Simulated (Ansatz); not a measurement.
Crystal: Bi.

```xyz
2
Lattice="3.4886 -3.1326 0.0000 3.4886 3.1326 0.0000 -1.2602 0.0000 3.1136" Properties=species:S:1:pos:R:3 pbc="T T T"
Bi    4.1738    0.0000    2.6695
Bi    1.5432    0.0000    0.4440
```

This isn't the form of Bi at room conditions, which is rhombohedral.

| Quantity | Value |
| --- | --- |
| Program | Ansatz 0.2.0 |
| Task | relaxation of cell and atoms |
| Functional | LDA |
| Potentials or basis | Ansatz PAW |
| Cutoff | 420 eV (not typed: the program's choice for these potentials) |
| k mesh | 6 × 6 × 9 |
| Occupations | fermi-dirac, width 0.05 eV |
| Spin | no spin polarisation |

At the start: volume 34.03 Å³/atom.

Q: Where does the relaxation end?

A: It ends after 9 steps and the volume is 31.57 Å³/atom (-7.2 %); space group C2/m (No. 12, to 0.05 Å).

Step by step:
| step | energy change (eV) | largest force (eV/Å) | volume (Å³) |
| --- | --- | --- | --- |
| 1 | 0.0000 | 0.0910 | 68.05 |
| 2 | -0.0457 | 0.1588 | 61.21 |
| 3 | -0.0622 | 0.0192 | 63.56 |
| 4 | -0.0637 | 0.0106 | 63.37 |
| 5 | -0.0649 | 0.0129 | 63.03 |
| 6 | -0.0650 | 0.0139 | 63.13 |
| 7 | -0.0650 | 0.0081 | 63.17 |
| 8 | -0.0651 | 0.0040 | 63.14 |
| 9 | -0.0644 | 0.0040 | 63.14 |

Final structure:
```yaml
crystal:
  lattice:
    - [3.44756, -3.00149, -0.02673]
    - [3.44756, 3.00149, -0.02673]
    - [-1.26927, 0.00000, 3.06067]
  atoms:
    - { symbol: Bi, position: [0.75308, 0.75308, 0.83850] }
    - { symbol: Bi, position: [0.24692, 0.24692, 0.16150] }
```

Caveat: the plane-wave basis is chosen anew once the cell has moved, so the energies of steps on either side of that aren't comparable; the PAW data sets come from PBE, with cores solved anew for the run's functional, which leaves a small shift of forces and pressure.
